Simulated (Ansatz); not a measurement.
Base system: InN in the zinc blende structure (space group F-43m, No. 216; a = 4.999 Å).

The values are results of plane-wave PAW DFT at the r2SCAN level (Ansatz, a program for electronic structure, 500 eV), no spin-orbit coupling, not measurements.

Before the change:

```
Quantity    Value
--------  -------
Pressure  0.0 GPa
Band gap     zero
```

One thing is altered: every lattice vector is shortened by 1.30 %; the atoms relax in the strained cell.

Problem. How does this affect the energy relative to the base?

Solution. The energy grows by 11 meV/atom.

Problem. Estimate the effect on the pressure.

Solution. The pressure goes from zero to 6.0 GPa.

Problem. Predict the new band gap.

Solution. The band gap is still zero.

A case with no gap was solved on a k-mesh chosen for an insulator, which is coarse for it. Stability against distortions was not tested. All final runs are without spin polarisation. This is not the structure that InN has at room temperature and ambient pressure. A zero or small gap of InN can be the functional's error rather than a property of the material.
